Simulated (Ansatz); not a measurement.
**Honeycomb GaN monolayer in a perpendicular field**

Aim: how the honeycomb GaN monolayer screens a field along its normal, and what the field does to its bands. A positive field points along +c.

Calculated with Ansatz 0.2.0; plane-wave DFT, PBE-D3(BJ), Ansatz PAW (set soft_1); PAW set soft_1.

## Step 1: The starting structure

The cell holds 2 atoms: 1 N and 1 Ga. Its edges and angles: a = 3.210 Å, b = 3.210 Å, c = 31.000 Å, α = 90.0°, β = 90.0°, γ = 120.0°. Vacuum lies along c.

## Step 2: Relaxing the slab

The starting cell is a guess, so the in-plane lattice and the atoms are relaxed first, with the slab cut off from its images along the normal.

The input, input.yaml:

```yaml
crystal:
  lattice:
    - [3.21, 0.0, 0.0]
    - [-1.605, 2.7799415461, 0.0]
    - [0.0, 0.0, 31.0]
  atoms:
    - { symbol: "N", position: [0.6666666667, 0.3333333333, 0.5] }
    - { symbol: Ga, position: [0.3333333333, 0.6666666667, 0.5] }
  periodic: [true, true, false]
kpoints:
  mp_grid: { grid: [12, 12, 1] }
hamiltonian:
  xc: pbe
  dispersion: d3bj
  pseudopotentials: { kind: paw, azcp: { folder: soft_1 } }
scf:
  occupations: { method: fermi_dirac, width: 0.05 }
  convergence: { dr2_threshold: 1.0e-09 }
relax:
  f_tol: 0.004
  max_steps: 90
  cell: {}
output:
  write_potential: true
  write_density: true
  volumetric_format: npy
```

Launch:

```
$ ansatz run input.yaml --threads 2 --pin off --max-ram 3072MiB --backend cpu --events-out ev --progress --plain --runs-dir out
```

Numbers of over 12 decimals in the logs are rounded to 6 here.

The log of the run:

```text
Warning: relax.cell: scf.convergence.dr2_threshold = 1e-9 eV is looser than the 2e-10 eV advised for a relaxation that steers and ends on the stress (1e-10 eV for each atom of the cell: 2). What an SCF threshold leaves in a stress goes as its square root, and in the free energy as the threshold itself, and one threshold admits the most on a small cell: [figures from the program's tests cut] Set scf.convergence.dr2_threshold to 2e-10 eV or tighter. The threshold is an SCF's pass mark: one that does not reach it within its budget of iterations ends unconverged, or closes short of it on a stop that the run arms, and scf.convergence.dr2_threshold's page says what that costs each kind of run
Engine: ansatz 0.2.0, x86_64-unknown-linux-gnu
Pseudopotentials: kind: paw
Pseudopotential: N, paw, valence charge 5, recommended cutoff 420 eV (normal), soft_1/N.paw.azcp
Pseudopotential: Ga, paw, valence charge 13, recommended cutoff 420 eV (normal), soft_1/Ga.paw.azcp
Functional definition: PBE
  parameter kappa = 0.804
  parameter beta = 0.066725
  exchange = pbe_x(kappa = kappa, mu = beta*pi^2/3)
  correlation = pbe_c(beta = beta)
Crystal: 2 atoms, lattice volume = 276.632 Å³
Basis set: ecut = 420 eV, 5479 PW (Γ), exchange–correlation on 48×48×432 points (8 copies of the dense FFT grid, shifted against one another)
Bands: 13, of which v1, the nominal top of the filled ones, is band 9 counted from 1 (8 counted from 0)
Symmetry: 12 space group operations
Space group: P-6m2 (ITA 187), of the structure as read, at distance tolerance 6.5e-5 Å
k-points: 19 of 144 (time reversal used)
Non-local potential: N, projectors of the file, l = 0: 2, l = 1: 2, l = 2: 1
Non-local potential: Ga, projectors of the file, l = 0: 2, l = 1: 2, l = 2: 3, l = 3: 1
PAW form: soft (Blöchl's): semilocal exchange-correlation on the pseudo side does not see the compensation charge
PAW one-centre angular grid: N, 110 points (default); XC on 64 Gauss nodes
PAW one-centre angular grid: Ga, 590 points (default); XC on 64 Gauss nodes
Initial density: superposition of atomic densities (neutral atoms: chi_scale 0, normalization atom)
Initial wavefunctions: pseudopotential atomic-orbital guess
Functional: x = pbe(κ = 0.804, μ = 0.219515), c = pbe(β = 0.066725)
SCF iter   1: F=—  HF=-4170.206718 eV  |F-HF|=—  |Δ(HF+E_count)|=         —  Δρ=5.33e-2  dr2=1.02e1  ethr=3.10e-3  ⟨swp⟩=8.6  Hψ=1988  notcnv=0
preconditioner: auto → none  [insulator: Δε(μ)=4.323 eV  Ē_g=16.943 eV  σ=0.050 eV  W_gap=1.00  n_scr=16 (ndim 8)  ℏωp=9.5 eV  f_vac=0.829  D(μ)=0.00/eV (n_scr^D=0)  ε∞_Penn≈1.3]
SCF iter   2: F=—  HF=-4168.420877 eV  |F-HF|=—  |Δ(HF+E_count)|=    1.79e0  Δρ=4.09e-2  dr2=4.05e0  ethr=3.10e-3  ⟨swp⟩=4.2  Hψ=848  notcnv=0
SCF iter   3: F=—  HF=-4167.403792 eV  |F-HF|=—  |Δ(HF+E_count)|=    1.02e0  Δρ=8.39e-3  dr2=1.15e-1  ethr=3.10e-3  ⟨swp⟩=3.3  Hψ=726  notcnv=0
SCF iter   4: F=—  HF=-4167.404945 eV  |F-HF|=—  |Δ(HF+E_count)|=   1.15e-3  Δρ=3.36e-3  dr2=2.76e-2  ethr=6.42e-4  ⟨swp⟩=4.9  Hψ=655  notcnv=0
SCF iter   5: F=—  HF=-4167.390173 eV  |F-HF|=—  |Δ(HF+E_count)|=   1.48e-2  Δρ=1.15e-3  dr2=5.00e-3  ethr=1.53e-4  ⟨swp⟩=2.9  Hψ=643  notcnv=0
SCF iter   6: F=—  HF=-4167.388842 eV  |F-HF|=—  |Δ(HF+E_count)|=   1.33e-3  Δρ=5.74e-4  dr2=1.03e-3  ethr=2.78e-5  ⟨swp⟩=1.9  Hψ=319  notcnv=0
SCF iter   7: F=—  HF=-4167.388557 eV  |F-HF|=—  |Δ(HF+E_count)|=   2.85e-4  Δρ=1.00e-4  dr2=2.78e-5  ethr=5.74e-6  ⟨swp⟩=3.1  Hψ=445  notcnv=0
SCF iter   8: F=—  HF=-4167.388535 eV  |F-HF|=—  |Δ(HF+E_count)|=   2.22e-5  Δρ=1.12e-5  dr2=2.39e-7  ethr=1.54e-7  ⟨swp⟩=3.1  Hψ=499  notcnv=0
SCF iter   9: F=—  HF=-4167.388536 eV  |F-HF|=—  |Δ(HF+E_count)|=   1.49e-6  Δρ=3.37e-6  dr2=3.03e-8  ethr=1.33e-9  ⟨swp⟩=3.0  Hψ=510  notcnv=0
SCF iter  10: F=-4167.388536 eV  HF=-4167.388536 eV  |F-HF|=1.15e-10  |Δ(HF+E_count)|=   6.17e-9  Δρ=3.60e-7  dr2=3.25e-10  ethr=5.56e-12  ⟨swp⟩=9.2  Hψ=1908  notcnv=0
SCF 1 converged in 10 iterations: F = -4167.388536 eV  dr2 = 3.25e-10
  greatest PAW one-centre occupation: 0.996 electrons in one spin orbital (limit 2), on the Ga atom at site 1 (counted from 0), in its partial waves of l = 2
relax step   1: F+E_penalty+E_count = -4167.38853644 eV  Δ(F+E_penalty+E_count) = +0.000e0 eV  max|allowed force component| = 7.864e-17 eV/Å  Δτ_max = 0.0000 Å  P = -0.209 N/m  Ω = 276.632 Å³  fix = [c, alpha, beta]  reactions: c -0.000 N/m  (10 SCF iters, accepted)
Crystal: 2 atoms, lattice volume = 276.351 Å³
Initial density: handed on by an earlier stage of this run
Initial wavefunctions: those handed on with the density
iter 1 solved again at ethr=1.92e-7 eV; its pass at ethr=3.10e-3 eV (dr2=3.46e-5 eV) is discarded
SCF iter   1: F=—  HF=-4167.388692 eV  |F-HF|=—  |Δ(HF+E_count)|=         —  Δρ=1.01e-4  dr2=3.62e-5  ethr=1.92e-7  ⟨swp⟩=2.6  Hψ=1555  notcnv=0
preconditioner: auto → none  [insulator: Δε(μ)=2.180 eV  Ē_g=16.033 eV  σ=0.050 eV  W_gap=1.00  n_scr=16 (ndim 8)  ℏωp=9.5 eV  f_vac=0.855  D(μ)=0.00/eV (n_scr^D=0)  ε∞_Penn≈1.3]
SCF iter   2: F=—  HF=-4167.388673 eV  |F-HF|=—  |Δ(HF+E_count)|=   1.90e-5  Δρ=7.89e-5  dr2=1.61e-5  ethr=1.92e-7  ⟨swp⟩=2.0  Hψ=425  notcnv=0
SCF iter   3: F=—  HF=-4167.388669 eV  |F-HF|=—  |Δ(HF+E_count)|=   3.94e-6  Δρ=1.29e-5  dr2=2.33e-7  ethr=8.94e-8  ⟨swp⟩=2.5  Hψ=375  notcnv=0
SCF iter   4: F=—  HF=-4167.388667 eV  |F-HF|=—  |Δ(HF+E_count)|=   2.34e-6  Δρ=3.91e-6  dr2=2.55e-8  ethr=1.29e-9  ⟨swp⟩=2.8  Hψ=496  notcnv=0
SCF iter   5: F=—  HF=-4167.388667 eV  |F-HF|=—  |Δ(HF+E_count)|=   6.00e-9  Δρ=7.89e-7  dr2=1.02e-9  ethr=5.56e-12  ⟨swp⟩=8.5  Hψ=1914  notcnv=0
SCF iter   6: F=-4167.388667 eV  HF=-4167.388667 eV  |F-HF|=2.04e-10  |Δ(HF+E_count)|=  7.24e-10  Δρ=2.84e-7  dr2=2.25e-10  ethr=5.56e-12  ⟨swp⟩=8.1  Hψ=1358  notcnv=0
SCF 2 converged in 6 iterations: F = -4167.388667 eV  dr2 = 2.25e-10
relax step   2: F+E_penalty+E_count = -4167.38866677 eV  Δ(F+E_penalty+E_count) = -1.303e-4 eV  max|allowed force component| = 6.939e-17 eV/Å  Δτ_max = 0.0000 Å  P = -0.108 N/m  Ω = 276.351 Å³  energy of the carried Pulay correction = +4.073e-5 eV  fix = [c, alpha, beta]  reactions: c -0.000 N/m  (6 SCF iters, accepted)
Crystal: 2 atoms, lattice volume = 276.050 Å³
iter 1 solved again at ethr=2.21e-7 eV; its pass at ethr=3.10e-3 eV (dr2=3.98e-5 eV) is discarded
SCF iter   1: F=—  HF=-4167.388764 eV  |F-HF|=—  |Δ(HF+E_count)|=         —  Δρ=1.08e-4  dr2=4.17e-5  ethr=2.21e-7  ⟨swp⟩=2.6  Hψ=1519  notcnv=0
preconditioner: auto → none  [insulator: Δε(μ)=2.189 eV  Ē_g=16.037 eV  σ=0.050 eV  W_gap=1.00  n_scr=16 (ndim 8)  ℏωp=9.5 eV  f_vac=0.855  D(μ)=0.00/eV (n_scr^D=0)  ε∞_Penn≈1.3]
SCF iter   2: F=—  HF=-4167.388746 eV  |F-HF|=—  |Δ(HF+E_count)|=   1.87e-5  Δρ=8.47e-5  dr2=1.85e-5  ethr=2.21e-7  ⟨swp⟩=2.1  Hψ=423  notcnv=0
SCF iter   3: F=—  HF=-4167.388742 eV  |F-HF|=—  |Δ(HF+E_count)|=   4.20e-6  Δρ=1.40e-5  dr2=2.66e-7  ethr=1.03e-7  ⟨swp⟩=2.8  Hψ=359  notcnv=0
SCF iter   4: F=—  HF=-4167.388743 eV  |F-HF|=—  |Δ(HF+E_count)|=   1.61e-6  Δρ=4.00e-6  dr2=2.72e-8  ethr=1.48e-9  ⟨swp⟩=2.9  Hψ=509  notcnv=0
SCF iter   5: F=—  HF=-4167.388743 eV  |F-HF|=—  |Δ(HF+E_count)|=   7.04e-9  Δρ=7.84e-7  dr2=1.01e-9  ethr=5.56e-12  ⟨swp⟩=9.1  Hψ=2010  notcnv=0
SCF iter   6: F=-4167.388743 eV  HF=-4167.388743 eV  |F-HF|=1.69e-10  |Δ(HF+E_count)|=  8.83e-10  Δρ=2.55e-7  dr2=1.85e-10  ethr=5.56e-12  ⟨swp⟩=8.2  Hψ=1381  notcnv=0
SCF 3 converged in 6 iterations: F = -4167.388743 eV  dr2 = 1.85e-10
relax step   3: F+E_penalty+E_count = -4167.38874311 eV  Δ(F+E_penalty+E_count) = -7.633e-5 eV  max|allowed force component| = 1.110e-16 eV/Å  Δτ_max = 0.0000 Å  P = +0.001 N/m  Ω = 276.050 Å³  energy of the carried Pulay correction = +8.444e-5 eV  fix = [c, alpha, beta]  reactions: c +0.000 N/m  (6 SCF iters, accepted)
Initial wavefunctions: pseudopotential atomic-orbital guess (no wavefunctions were taken with the density)
iter 1 solved again at ethr=3.73e-8 eV; its pass at ethr=3.10e-3 eV (dr2=6.71e-6 eV) is discarded
SCF iter   1: F=—  HF=-4167.388665 eV  |F-HF|=—  |Δ(HF+E_count)|=         —  Δρ=2.69e-6  dr2=2.70e-9  ethr=3.73e-8  ⟨swp⟩=5.6  Hψ=2964  notcnv=0
preconditioner: auto → none  [insulator: Δε(μ)=2.186 eV  Ē_g=16.032 eV  σ=0.050 eV  W_gap=1.00  n_scr=16 (ndim 8)  ℏωp=9.5 eV  f_vac=0.855  D(μ)=0.00/eV (n_scr^D=0)  ε∞_Penn≈1.3]
SCF iter   2: F=—  HF=-4167.388651 eV  |F-HF|=—  |Δ(HF+E_count)|=   1.40e-5  Δρ=1.73e-6  dr2=2.29e-9  ethr=1.50e-11  ⟨swp⟩=3.8  Hψ=637  notcnv=0
SCF iter   3: F=-4167.388651 eV  HF=-4167.388651 eV  |F-HF|=3.37e-11  |Δ(HF+E_count)|=   2.15e-9  Δρ=5.94e-7  dr2=2.66e-10  ethr=5.56e-12  ⟨swp⟩=12.1  Hψ=2113  notcnv=0
SCF 4 converged in 3 iterations: F = -4167.388651 eV  dr2 = 2.66e-10
relax step   4: F+E_penalty+E_count = -4167.38865068 eV  Δ(F+E_penalty+E_count) = +9.243e-5 eV  max|allowed force component| = 1.018e-16 eV/Å  Δτ_max = 0.0000 Å  P = -0.001 N/m  Ω = 276.050 Å³  fix = [c, alpha, beta]  reactions: c -0.000 N/m  stress off target by 1.24e-3 N/m on what of the cell is left free  SCF on the basis re-selected at this cell (its energy is not comparable with the rows above)  (3 SCF iters)
basis re-selected at this cell: Δ(F+E_penalty+E_count) = +9.243e-5 eV, ΔP = -0.002 N/m vs the last step (what re-selecting the basis moved, of the pressure what is left beyond the Pulay correction that the steps carried, after the strain that the cell walked since its last selection, with what the two solves' SCF thresholds leave and, on support functions, any second-order correction that the steps lacked; it is no m [...]
WARN: The output density's exchange-correlation potential varies sharply where the density is thin. Do not read a vacuum level from v_tot or v_xc, or from such a field of the output density. On a cell that repeats whose density bears no net charge and no dipole along the vacuum's axis use v_es (v_loc + v_h of the components); under efield.dipole_correction with no amplitude use v_es + v_field, which holds any externa [...]
SCF converged after 3 iterations
Free energy (F): -4167.388651 eV
Harris-Foulkes:  -4167.388651 eV  (|F-HF|=3.37e-11)
Internal energy: -4167.388651 eV  (E = F + TS)
E sigma→0 (E₀):  -4167.388651 eV
Fermi energy:    -4.167792 eV
--- Per-component energies (eV) ---
  E_band       = -269.235522
  E_kinetic    = 238.436182
  E_local      = -25263.396445  (includes V_loc(G=0)·N_el)
  E_nonlocal   = -55.980954
  E_hartree    = 12686.540240
  E_xc         = -121.274268
  E_vxc        = -129.315261  (∫ρ·V_xc dr)
  E_paw        = -2122.308764  (= ΣΔE_a)
  E_vpaw       = -432.060376  (= ΣTr[D̂ρ^β])
  E_aug_tail   = 0.000666  (compensation charges beyond the density's cutoff)
  E_ewald      = 10470.771683
  E_disp       = -0.176990  (pairwise vdW)
  E_smearing   = -0.000000  (= −TS)
  E_closure    = -0.000000  (closes the sum)
  Σ components = -4167.388651   (vs F -4167.388651, Δ=0.00e0)
--- Forces (eV/Å), atoms counted from 1 ---
  atom   1  N      0.00000000    -0.00000000     0.00000000
  atom   2  Ga     0.00000000    -0.00000000     0.00000000
  max |Σ_I F_I| component: 3.15e-16 eV/Å
--- 2D stress c σ (N/m, compression-positive) ---
       -0.001235       0.000000       0.000000
        0.000000      -0.001235       0.000000
        0.000000       0.000000      -0.000000
  P = ½ c Tr σ = -0.0012 N/m
--- Band table (eV; the first three rows and the last of 19) ---
  k-point 0: bands = [... 5 lower, -17.7457, -7.8760, -5.5787, -5.5787, -3.1065, -0.5281 (-0.5283°), -0.1589, 0.2812]
  k-point 1: bands = [... 5 lower, -17.7085, -7.7659, -6.2032, -5.7212, -2.6506, -0.4318 (-0.4319°), 0.0116, 0.4070]
  k-point 2: bands = [... 5 lower, -17.5913, -7.4472, -7.4429, -6.0887, -1.8649, -0.1805 (-0.1805°), 0.4781, 0.7789]
  k-point 18: bands = [... 5 lower, -16.2077, -10.8454, -9.5483, -5.2926, -0.2083, 2.1289, 3.5934, 4.0735]
  ° read free of the cell's end (the report's vacuum.weakly_bound_levels)
--- Relaxed structure (3 steps of the walk, 3 accepted, 1 SCFs on fresh bases) ---
  F+E_penalty+E_count = -4167.38865068 eV   max|allowed force component| = 1.018e-16 eV/Å   (the final SCF, on the basis selected at the relaxed cell)
  cell:  # Å, volume = 276.0496 Å³
    - [3.206620, -1.876520782024626e-19, 0]
    - [-1.603310, 2.777014, 0]
    - [0, 0, 31.0]
  atoms:
    - { symbol: N, position: [0.666667, 0.333333, 0.5] }
    - { symbol: Ga, position: [0.333333, 0.666667, 0.5] }
```

Run time: 12 s. Hardware: 2 threads of Intel Xeon Platinum 8488C (Sapphire Rapids), shared host; peak memory 0.54 GiB; 20 s of CPU time.

Relaxation path:

| step | energy less that of the first step (eV) | largest force component (eV/Å) | volume (Å³) |
| --- | --- | --- | --- |
| 1 | 0.0000 | 0.0000 | 276.63 |
| 2 | -0.0001 | 0.0000 | 276.35 |
| 3 | -0.0002 | 0.0000 | 276.05 |
| 4* | -0.0001 | 0.0000 | 276.05 |

Relaxation steps marked * repeat the geometry before them on a plane-wave basis chosen anew for their cell, so energy and pressure can jump there.

Forces are held to the 12 operations that the run works with; a distortion that breaks them can't arise in this run.

| cell as run | before | after | change |
| --- | --- | --- | --- |
| a (Å) | 3.210 | 3.207 | -0.1 % |
| b (Å) | 3.210 | 3.207 | -0.1 % |

The relaxed structure:

```cif
data_structure
_symmetry_space_group_name_H-M 'P 1'
_symmetry_Int_Tables_number 1
_cell_length_a 3.2066
_cell_length_b 3.2066
_cell_length_c 31.0000
_cell_angle_alpha 90.000
_cell_angle_beta 90.000
_cell_angle_gamma 120.000
_cell_volume 276.05
loop_
_atom_site_label
_atom_site_type_symbol
_atom_site_fract_x
_atom_site_fract_y
_atom_site_fract_z
_atom_site_occupancy
N1 N 0.66667 0.33333 0.50000 1
Ga2 Ga 0.33333 0.66667 0.50000 1
```

This step gave:

```
gap on the k-mesh : 2.186 eV
```

The lattice constant a goes from 3.210 to 3.207 Å.

[end of part 1 of 3]

[Logs are printed without paths, hosts, clocks, repeated set-up lines and the standing remarks that a program may print on its own settings, such as how far it seeks lower states.]

[Hosts, paths, dates, database ids (printed as entryN), source tags and the programs' standing remarks are cut or masked in the printed files.]

[Maps of the electrostatic potential energy from Ansatz leave out the sawtooth potential of an applied field or a dipole correction, so their vacuum need not be flat; planar profiles and work functions include it.]
